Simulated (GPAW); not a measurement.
# S/Pd(100) in an electric field

Wanted: the out-of-plane polarisability of S/Pd(100).

Program: GPAW 26.7.0. Level of theory: GPAW, PAW setups; slab in vacuum, relaxation, in the first sound run; inputs show where later runs differ. Results are calculated unless marked as measured.

## (1) Starting point

The cell holds 5 atoms: 4 Pd and 1 S. Cell: a = 2.751 Å, b = 2.751 Å, c = 21.503 Å, α = 90.0°, β = 90.0°, γ = 90.0°. Vacuum lies along c.

As a file:

```cif
data_structure
_symmetry_space_group_name_H-M 'P 1'
_symmetry_Int_Tables_number 1
_cell_length_a 2.7506
_cell_length_b 2.7506
_cell_length_c 21.5026
_cell_angle_alpha 90.000
_cell_angle_beta 90.000
_cell_angle_gamma 90.000
_cell_volume 162.69
loop_
_atom_site_label
_atom_site_type_symbol
_atom_site_fract_x
_atom_site_fract_y
_atom_site_fract_z
_atom_site_occupancy
Pd1 Pd 0.50000 0.50000 0.32554 1
Pd2 Pd 0.00000 0.00000 0.41600 1
Pd3 Pd 0.50000 0.50000 0.50645 1
Pd4 Pd 0.00000 0.00000 0.59691 1
S5 S 0.50000 0.50000 0.67446 1
```

## (2) Relaxing the atoms

The atoms are relaxed first, since the surface dipole, and with it the work function, follows the positions of the outer layers. The lowest 2 atoms are held at bulk positions and keep their forces.

File run.py:

```python
import json
import numpy as np
from ase import Atoms
from ase.constraints import FixAtoms
from ase.optimize import BFGS
from gpaw import GPAW, PW

slab = Atoms(
    ['Pd', 'Pd', 'Pd', 'Pd', 'S'],
    positions=[
        [1.37532, 1.37532, 7.00000],
        [0.00000, 0.00000, 8.94500],
        [1.37532, 1.37532, 10.89000],
        [0.00000, 0.00000, 12.83500],
        [1.37532, 1.37532, 14.50258]],
    cell=[[2.75065, 0.0, 0.0], [0.0, 2.75065, 0.0], [0.0, 0.0, 21.50258]],
    pbc=[True, True, False])

slab.calc = GPAW(mode=PW(400), xc='PBE', kpts={'size': (11, 11, 1), 'gamma': True},
                 occupations={'name': 'fermi-dirac', 'width': 0.1}, nbands='160%',
                 convergence={'density': 1e-05}, maxiter=200,
                 poissonsolver={'dipolelayer': 'xy'},
                 symmetry={'tolerance': 1e-3, 'extra_ids': [1, 1, 0, 0, 0]}, txt='slab.txt')
result = {}
slab.set_constraint(FixAtoms([0, 1]))
path = []
opt = BFGS(slab, maxstep=0.2)
opt.attach(lambda: path.append((slab.get_potential_energy(), slab.positions.tolist(), slab.get_forces().tolist())))
result['relaxed'] = bool(opt.run(fmax=0.03, steps=40))
result['path'] = path
energy = slab.get_potential_energy()
fermi = slab.calc.get_fermi_level()
v = slab.calc.get_electrostatic_potential().mean((0, 1)) - fermi
n = slab.calc.get_pseudo_density().mean((0, 1))
L = slab.cell[2, 2]
z = np.arange(len(v)) * L / len(v)
low, high = slab.positions[:, 2].min(), slab.positions[:, 2].max()
below, above = np.interp([low - 4.8, high + 4.8], z, v)
slopes = [np.interp(x, z, np.gradient(v, z)) for x in (low - 4.8, high + 4.8)]
eps = np.array([[slab.calc.get_eigenvalues(k, s) for k in range(len(slab.calc.get_ibz_k_points()))]
                for s in range(slab.calc.get_number_of_spins())]) - fermi
top, bottom = eps[eps < 0].max(), eps[eps > 0].min()
dipole = slab.get_dipole_moment()[2]
print(f'energy {energy:.4f} eV, Fermi level {fermi:.4f} eV, dipole {dipole:.5f} e A')
print(f'potential 4.8 A off the faces, from the Fermi level: lower {below:.4f} eV, upper {above:.4f} eV')
print(f'slope of the potential there: lower {slopes[0]:.5f}, upper {slopes[1]:.5f} eV/A')
print(f'nearest levels on the mesh: {top:.4f} and {bottom:.4f} eV')
print('magnetic moment', round(slab.get_magnetic_moment(), 3))
result.update(energy=energy, fermi=fermi, dipole=dipole, below=below, above=above, slopes=slopes, edges=[top, bottom],
              z=z.tolist(), v=v.tolist(), n=n.tolist(), positions=slab.positions.tolist(),
              forces=slab.get_forces(apply_constraint=False).tolist(), moments=slab.get_magnetic_moments().tolist())
json.dump(result, open('result.json', 'w'))
```

Run with:

```bash
$ OMP_NUM_THREADS=1 OPENBLAS_NUM_THREADS=1 python run.py
```

Output:

```text
Step          Energy          fmax
BFGS:    0      -18.267472        0.726273
BFGS:    1      -18.275137        0.625613
BFGS:    2      -18.295164        0.215037
BFGS:    3      -18.296443        0.216992
BFGS:    4      -18.306789        0.305508
BFGS:    5      -18.311942        0.300378
BFGS:    6      -18.316809        0.223273
BFGS:    7      -18.318473        0.202615
BFGS:    8      -18.321262        0.192158
BFGS:    9      -18.323217        0.117370
BFGS:   10      -18.324054        0.032195
BFGS:   11      -18.324156        0.009194
energy -18.2045 eV, Fermi level 1.5869 eV, dipole 0.00076 e A
potential 4.8 A off the faces, from the Fermi level: lower 5.0772 eV, upper 5.0508 eV
slope of the potential there: lower -0.00035, upper 0.00012 eV/A
nearest levels on the mesh: -0.0146 and 0.0031 eV
magnetic moment 0.0
```

Wall time 23 min (1 thread of Arm Neoverse V1, shared host); peak memory 0.23 GiB.

Step by step:

```tsv
step	energy less that of the first step (eV)	largest force (eV/Å)
1	0.0000	0.7263
2	-0.0078	0.6256
3	-0.0278	0.2150
4	-0.0291	0.2170
5	-0.0394	0.3055
6	-0.0446	0.3004
7	-0.0495	0.2233
8	-0.0510	0.2026
9	-0.0533	0.1922
10	-0.0547	0.1174
11	-0.0551	0.0322
12	-0.0552	0.0092
```

The atoms that moved most (Å):

```tsv
atom	dx	dy	dz	length
Pd4	0.000	0.000	0.210	0.210
S5	0.000	0.000	0.156	0.156
Pd3	0.000	0.000	0.079	0.079
```

The relaxed structure:

```xyz
5
Lattice="2.7506 0.0000 0.0000 0.0000 2.7506 0.0000 0.0000 0.0000 21.5026" Properties=species:S:1:pos:R:3
Pd    1.3753    1.3753    7.0000
Pd    0.0000    0.0000    8.9450
Pd    1.3753    1.3753   10.9685
Pd    0.0000    0.0000   13.0455
S     1.3753    1.3753   14.6590
```

Numbers from this step:

```yaml
dipole_along_the_normal: 7.64e-4 e·Å
levels_nearest_the_fermi_level_on_the_mesh: -0.01456, 0.003078 eV from the Fermi level
upper_work_function: 5.051 eV
lower_work_function: 5.077 eV
```

The electrostatic potential energy of an electron (without an applied field's), less the Fermi level, planar mean oscillates, so the rows of the table below give means over windows of 2.04 Å about each position, cut where the curve ends. Its maxima inside the range that stand out by 2 % of the span (Å: eV): 8.0: -1.02, 10.0: -0.545, 12.0: -0.338, 13.9: -5.30. Its minima: 7.0: -19.3, 8.9: -19.4, 11.0: -19.5, 13.0: -20.2, 14.6: -23.1.

The electrostatic potential energy of an electron (without an applied field's), less the Fermi level, planar mean by z; means over each step:

```tsv
z (Å)	electrostatic potential energy of an electron (without an applied field's), less the Fermi level, planar mean (eV)
1.02	5.08
3.06	5.07
5.10	4.26
7.14	-8.71
9.18	-8.91
11.22	-8.82
13.26	-11.2
15.30	-6.32
17.34	5.00
19.38	5.05
```

Table of pseudo valence density, planar mean by z:

z (Å), pseudo valence density, planar mean (e/Å³) and a bar:
```
     0.00       0.00 
     0.65       0.00 
     1.08       0.00 
     1.72       0.00 
     2.37       0.00 
     2.80       0.00 
     3.44       0.00 
     4.09       0.00 
     4.52       0.00 
     5.16       0.01 
     5.81       0.08 #
     6.24       0.31 ####
     6.88       2.21 ############################
     7.53       0.71 #########
     7.96       0.35 ####
     8.60       1.29 ################
     9.25       1.47 ##################
     9.68       0.41 #####
    10.32       0.49 ######
    10.97       2.41 ##############################
    11.61       0.49 ######
    12.04       0.29 ####
    12.69       1.22 ###############
    13.33       1.57 ####################
    13.76       0.54 #######
    14.41       0.52 ######
    15.05       0.46 ######
    15.48       0.22 ###
    16.13       0.03 
    16.77       0.00 
    17.20       0.00 
    17.85       0.00 
    18.49       0.00 
    18.92       0.00 
    19.57       0.00 
    20.21       0.00 
    20.64       0.00 
    21.29       0.00
```

The relaxation lowered the energy of the cell by 0.0552 eV (energies extrapolated to zero smearing; the optimiser's log prints free energies). The largest force left on a free atom is 0.0092 eV/Å.

## (3) The slab's potential

With the geometry fixed, the planar mean of the potential gives the vacuum level on each side.

This step: GPAW, PAW setups; slab in vacuum (GPAW 26.7.0).

run.py, as its differences from that of step 2:

```diff
@@ -3,4 +3,2 @@
 from ase import Atoms
-from ase.constraints import FixAtoms
-from ase.optimize import BFGS
 from gpaw import GPAW, PW
@@ -12,5 +10,5 @@
         [0.00000, 0.00000, 8.94500],
-        [1.37532, 1.37532, 10.89000],
-        [0.00000, 0.00000, 12.83500],
-        [1.37532, 1.37532, 14.50258]],
+        [1.37532, 1.37532, 10.96855],
+        [-0.00000, 0.00000, 13.04547],
+        [1.37532, 1.37532, 14.65899]],
     cell=[[2.75065, 0.0, 0.0], [0.0, 2.75065, 0.0], [0.0, 0.0, 21.50258]],
@@ -22,10 +20,4 @@
                  poissonsolver={'dipolelayer': 'xy'},
-                 symmetry={'tolerance': 1e-3, 'extra_ids': [1, 1, 0, 0, 0]}, txt='slab.txt')
+                 symmetry={'tolerance': 1e-3}, txt='slab.txt')
 result = {}
-slab.set_constraint(FixAtoms([0, 1]))
-path = []
-opt = BFGS(slab, maxstep=0.2)
-opt.attach(lambda: path.append((slab.get_potential_energy(), slab.positions.tolist(), slab.get_forces().tolist())))
-result['relaxed'] = bool(opt.run(fmax=0.03, steps=40))
-result['path'] = path
 energy = slab.get_potential_energy()
```

Output:

```text
energy -18.2045 eV, Fermi level 1.5870 eV, dipole 0.00106 e A
potential 4.8 A off the faces, from the Fermi level: lower 5.0771 eV, upper 5.0506 eV
slope of the potential there: lower -0.00040, upper 0.00018 eV/A
nearest levels on the mesh: -0.0146 and 0.0031 eV
magnetic moment 0.0
```

Elapsed: 4 min, on 1 thread; peak memory 0.23 GiB.

Numbers from this step:

```yaml
dipole_along_the_normal: 0.001060 e·Å
levels_nearest_the_fermi_level_on_the_mesh: -0.01455, 0.003068 eV from the Fermi level
```

The electrostatic potential energy of an electron (without an applied field's), less the Fermi level, planar mean oscillates, so the rows of the table below give means over windows of 2.04 Å about each position, cut where the curve ends. Its maxima inside the range that stand out by 2 % of the span (Å: eV): 8.0: -1.02, 10.0: -0.545, 12.0: -0.338, 13.9: -5.30. Its minima: 7.0: -19.3, 8.9: -19.4, 11.0: -19.5, 13.0: -20.2, 14.6: -23.1.

The electrostatic potential energy of an electron (without an applied field's), less the Fermi level, planar mean by z; means over each step:

```tsv
z (Å)	electrostatic potential energy of an electron (without an applied field's), less the Fermi level, planar mean (eV)
1.02	5.08
3.06	5.07
5.10	4.26
7.14	-8.71
9.18	-8.91
11.22	-8.82
13.26	-11.2
15.30	-6.32
17.34	5.00
19.38	5.05
```

The pseudo valence density, planar mean oscillates, so the rows of the table below give means over windows of 1.94 Å about each position, cut where the curve ends. Its maxima inside the range that stand out by 2 % of the span (Å: e/Å³): 7.1: 2.28, 9.0: 2.31, 11.0: 2.41, 13.1: 2.36. Its minima: 8.0: 0.354, 9.9: 0.318, 12.0: 0.294.

Pseudo valence density, planar mean against z; means over each step:

z (Å), pseudo valence density, planar mean (e/Å³) and a bar:
```
     2.91       0.00 
     4.85       0.02 
     6.79       1.03 #############################
     8.73       1.08 ##############################
    10.67       1.07 ##############################
    12.61       1.06 #############################
    14.55       0.47 #############
    16.49       0.04 #
    18.43       0.00
```

Force by atom:

```tsv
atom	x (eV/Å)	y (eV/Å)	z (eV/Å)	size
Pd1	0.000	0.000	-0.186	0.186
Pd2	0.000	0.000	0.186	0.186
Pd3	0.000	0.000	-0.002	0.002
Pd4	0.000	0.000	0.008	0.008
S5	0.000	0.000	-0.007	0.007
```

The potential is flat to 4.0e-4 eV/Å where it is read, so the vacuum is wide enough.

## (4) Field on

A uniform field along the normal polarises the slab; the atoms stay fixed, so this is the electronic response alone.

run.py, as its differences from that of step 3:

```diff
@@ -4,2 +4,3 @@
 from gpaw import GPAW, PW
+from gpaw.external import ConstantElectricField
 
@@ -20,2 +21,3 @@
                  poissonsolver={'dipolelayer': 'xy'},
+                 external=ConstantElectricField(-0.2, [0, 0, 1]),
                  symmetry={'tolerance': 1e-3}, txt='slab.txt')
```

Output:

```text
energy -18.2128 eV, Fermi level 1.5990 eV, dipole -0.08540 e A
potential 4.8 A off the faces, from the Fermi level: lower 4.0202 eV, upper 6.0628 eV
slope of the potential there: lower -0.00026, upper 0.00023 eV/A
nearest levels on the mesh: -0.0152 and 0.0024 eV
magnetic moment 0.0
```

It took 6.9 min on 1 thread; peak memory 0.39 GiB.

Numbers from this step:

```yaml
dipole_along_the_normal: -0.08540 e·Å
levels_nearest_the_fermi_level_on_the_mesh: -0.01525, 0.002427 eV from the Fermi level
potential_below_the_slab_the_applied_field_s_own_ramp_left_out: 4.020 eV from the Fermi level
potential_above_the_slab_the_applied_field_s_own_ramp_left_out: 6.063 eV from the Fermi level
```

The electrostatic potential energy of an electron (without an applied field's), less the Fermi level, planar mean oscillates, so the rows of the table below give means over windows of 2.04 Å about each position, cut where the curve ends. Its maxima inside the range that stand out by 2 % of the span (Å: eV): 8.0: -1.58, 10.0: -0.696, 12.0: -0.0800, 13.9: -4.68, 20.4: 6.06. Its minima: 7.0: -20.0, 8.9: -19.8, 11.0: -19.4, 13.0: -19.7, 14.6: -22.3.

Table of electrostatic potential energy of an electron (without an applied field's), less the Fermi level, planar mean by z; means over each step:

```tsv
z (Å)	electrostatic potential energy of an electron (without an applied field's), less the Fermi level, planar mean (eV)
1.02	4.11
3.06	4.02
5.10	3.24
7.14	-9.43
9.18	-9.22
11.22	-8.73
13.26	-10.7
15.30	-5.44
17.34	6.01
19.38	6.06
```

Force by atom:

```tsv
atom	x (eV/Å)	y (eV/Å)	z (eV/Å)	size
Pd1	0.000	0.000	-0.186	0.186
Pd2	0.000	0.000	0.186	0.186
Pd3	0.000	0.000	-0.004	0.004
Pd4	0.000	0.000	0.000	0.000
S5	0.000	0.000	0.003	0.003
```

The dipole is now -0.0854 e Å, against 0.0011 in the run without a field.

## (5) Field on

run.py, as its differences from that of step 4:

```diff
@@ -21,3 +21,3 @@
                  poissonsolver={'dipolelayer': 'xy'},
-                 external=ConstantElectricField(-0.2, [0, 0, 1]),
+                 external=ConstantElectricField(-0.1, [0, 0, 1]),
                  symmetry={'tolerance': 1e-3}, txt='slab.txt')
```

Output:

```text
energy -18.2065 eV, Fermi level 1.5932 eV, dipole -0.04219 e A
potential 4.8 A off the faces, from the Fermi level: lower 4.5475 eV, upper 5.5568 eV
slope of the potential there: lower -0.00034, upper 0.00019 eV/A
nearest levels on the mesh: -0.0149 and 0.0027 eV
magnetic moment 0.0
```

Elapsed: 7.1 min, on 1 thread; peak memory 0.39 GiB.

Numbers from this step:

| Item | Value |
| --- | --- |
| dipole along the normal | -0.04219 e·Å |
| levels nearest the Fermi level on the mesh | -0.01491, 0.002740 eV from the Fermi level |
| potential below the slab, the applied field's own ramp left out | 4.547 eV from the Fermi level |
| potential above the slab, the applied field's own ramp left out | 5.557 eV from the Fermi level |

The electrostatic potential energy of an electron (without an applied field's), less the Fermi level, planar mean oscillates, so the rows of the table below give means over windows of 2.04 Å about each position, cut where the curve ends. Its maxima inside the range that stand out by 2 % of the span (Å: eV): 8.0: -1.30, 10.0: -0.621, 12.0: -0.209, 13.9: -4.99. Its minima: 7.0: -19.7, 8.9: -19.6, 11.0: -19.4, 13.0: -19.9, 14.6: -22.7.

Table of electrostatic potential energy of an electron (without an applied field's), less the Fermi level, planar mean by z; means over each step:

```tsv
z (Å)	electrostatic potential energy of an electron (without an applied field's), less the Fermi level, planar mean (eV)
1.02	4.59
3.06	4.54
5.10	3.75
7.14	-9.07
9.18	-9.07
11.22	-8.78
13.26	-10.9
15.30	-5.88
17.34	5.50
19.38	5.56
```

Force by atom:

```tsv
atom	x (eV/Å)	y (eV/Å)	z (eV/Å)	size
Pd1	0.000	0.000	-0.186	0.186
Pd2	0.000	0.000	0.187	0.187
Pd3	0.000	0.000	-0.001	0.001
Pd4	0.000	0.000	0.006	0.006
S5	0.000	0.000	-0.008	0.008
```

The dipole is now -0.0422 e Å, against 0.0011 in the run without a field.

## (6) Field on

run.py, as its differences from that of step 5:

```diff
@@ -21,3 +21,3 @@
                  poissonsolver={'dipolelayer': 'xy'},
-                 external=ConstantElectricField(-0.1, [0, 0, 1]),
+                 external=ConstantElectricField(-0.05, [0, 0, 1]),
                  symmetry={'tolerance': 1e-3}, txt='slab.txt')
```

Output:

```text
energy -18.2050 eV, Fermi level 1.5901 eV, dipole -0.02053 e A
potential 4.8 A off the faces, from the Fermi level: lower 4.8124 eV, upper 5.3037 eV
slope of the potential there: lower -0.00041, upper 0.00021 eV/A
nearest levels on the mesh: -0.0148 and 0.0030 eV
magnetic moment 0.0
```

Wall time 9.3 min (1 thread); peak memory 0.39 GiB.

Electrostatic potential energy of an electron (without an applied field's), less the Fermi level, planar mean against z:

```tsv
z (Å)	electrostatic potential energy of an electron (without an applied field's), less the Fermi level, planar mean (eV)
0.0	5.06
0.5	4.81
1.0	4.81
1.5	4.81
2.0	4.81
2.5	4.81
3.0	4.81
3.5	4.81
4.0	4.80
4.5	4.76
5.0	4.60
5.5	4.00
6.0	1.56
6.5	-7.93
7.0	-19.4
7.5	-8.13
8.0	-1.27
8.5	-9.88
9.0	-19.2
9.5	-6.68
10.0	-0.590
10.5	-9.04
11.0	-19.2
11.5	-7.15
12.0	-0.298
12.5	-7.21
13.0	-19.9
13.5	-11.0
14.0	-5.83
14.5	-20.3
15.0	-12.2
15.5	1.09
16.0	4.43
16.5	5.12
17.0	5.26
17.5	5.29
18.0	5.30
18.5	5.30
19.0	5.30
19.5	5.30
20.0	5.30
20.5	5.30
21.0	5.30
```

## (7) In a field

run.py, as its differences from that of step 6:

```diff
@@ -21,3 +21,3 @@
                  poissonsolver={'dipolelayer': 'xy'},
-                 external=ConstantElectricField(-0.05, [0, 0, 1]),
+                 external=ConstantElectricField(0.05, [0, 0, 1]),
                  symmetry={'tolerance': 1e-3}, txt='slab.txt')
```

Output:

```text
energy -18.2052 eV, Fermi level 1.5835 eV, dipole 0.02279 e A
potential 4.8 A off the faces, from the Fermi level: lower 5.3428 eV, upper 4.7982 eV
slope of the potential there: lower -0.00046, upper 0.00017 eV/A
nearest levels on the mesh: -0.0144 and 0.0032 eV
magnetic moment 0.0
```

It took 9.3 min on 1 thread; peak memory 0.39 GiB.

## (8) Field on

run.py, as its differences from that of step 7:

```diff
@@ -21,3 +21,3 @@
                  poissonsolver={'dipolelayer': 'xy'},
-                 external=ConstantElectricField(0.05, [0, 0, 1]),
+                 external=ConstantElectricField(0.1, [0, 0, 1]),
                  symmetry={'tolerance': 1e-3}, txt='slab.txt')
```

Output:

```text
energy -18.2069 eV, Fermi level 1.5798 eV, dipole 0.04445 e A
potential 4.8 A off the faces, from the Fermi level: lower 5.6090 eV, upper 4.5462 eV
slope of the potential there: lower -0.00052, upper 0.00016 eV/A
nearest levels on the mesh: -0.0142 and 0.0034 eV
magnetic moment 0.0
```

Wall time 8.7 min (1 thread); peak memory 0.39 GiB.

The electrostatic potential energy of an electron (without an applied field's), less the Fermi level, planar mean oscillates, so the rows of the table below give means over windows of 2.04 Å about each position, cut where the curve ends. Its maxima inside the range that stand out by 2 % of the span (Å: eV): 8.0: -0.740, 10.0: -0.470, 12.0: -0.468, 13.9: -5.62. Its minima: 7.0: -18.9, 8.9: -19.2, 11.0: -19.5, 13.0: -20.4, 14.6: -23.5.

Table of electrostatic potential energy of an electron (without an applied field's), less the Fermi level, planar mean by z; means over each step:

```tsv
z (Å)	electrostatic potential energy of an electron (without an applied field's), less the Fermi level, planar mean (eV)
1.02	5.56
3.06	5.60
5.10	4.77
7.14	-8.35
9.18	-8.75
11.22	-8.87
13.26	-11.4
15.30	-6.76
17.34	4.50
19.38	4.55
```

The dipole is now 0.0445 e Å, against 0.0011 in the run without a field.

[end of part 1 of 2]

[Logs are printed without paths, hosts, clocks, repeated set-up lines and the standing remarks that a program may print on its own settings, such as how far it seeks lower states.]

[Hosts, paths, dates, database ids (printed as entryN), source tags and the programs' standing remarks are cut or masked in the printed files.]
